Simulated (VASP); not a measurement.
Wanted: the native input for a VASP 6.6.1 run.

| Property | Result |
| --- | --- |
| Task | relaxation of cell and atoms |
| Functional | PBE |
| Potentials or basis | VASP PAW PBE potentials, release 64 (In_d, As) |
| Cutoff | 520 eV |
| k mesh | 10 × 10 × 10 |
| Occupations | gaussian, width 0.02 eV |
| Spin | no spin polarisation |
| Further INCAR settings | ALGO = Normal; EDIFF = 1e-07; IBRION = 2; EDIFFG = -0.15; NSW = 80; ISIF = 3 |

The structure of InAs lies in POSCAR:

```
InAs                                    
1.0
    0.0000000000      3.0940583447      3.0940583447
    3.0940583447      0.0000000000      3.0940583447
    3.0940583447      3.0940583447     -0.0000000000
  In              As            
     1     1
Direct
     0.0000000000000000    0.0000000000000000    0.0000000000000000
     0.2500000000000000    0.2500000000000000    0.2500000000000000
```

The input as run:

INCAR

```
SYSTEM = InAs
ALGO = Normal ; EDIFF = 1E-7
EDIFFG = -0.15 ; ENCUT = 520
GGA = PE ; IBRION = 2
ISIF = 3 ; ISMEAR = 0
LASPH = .True. ; LCHARG = .False.
LREAL = .False. ; LWAVE = .False.
NELM = 60 ; NSW = 80
PREC = Accurate ; SIGMA = 0.02
```

KPOINTS

```
k-points
0
Gamma
  10 10 10
  0 0 0
```

Potentials or basis: VASP PAW PBE potentials, release 64 (In_d, As).

The run is started by

```bash
$ cat potpaw_PBE.64/In_d/POTCAR potpaw_PBE.64/As/POTCAR > POTCAR
$ mpirun -np 1 vasp_std > vasp.out
```

It gave:

```
Pressure after relaxing : 0.0 GPa
Band gap on the k mesh  : none (metal or under the smearing width)
```

Caveat: the relaxation stopped at its first step, so nothing moved; this crystal is a semiconductor, whose small gap the functional closes, so the metal is an error of the method.

Run time: 25 s on 1 thread of AMD EPYC 9R45 96-Core Processor (Zen 5), with other jobs on the host, peak memory 0.19 GiB.
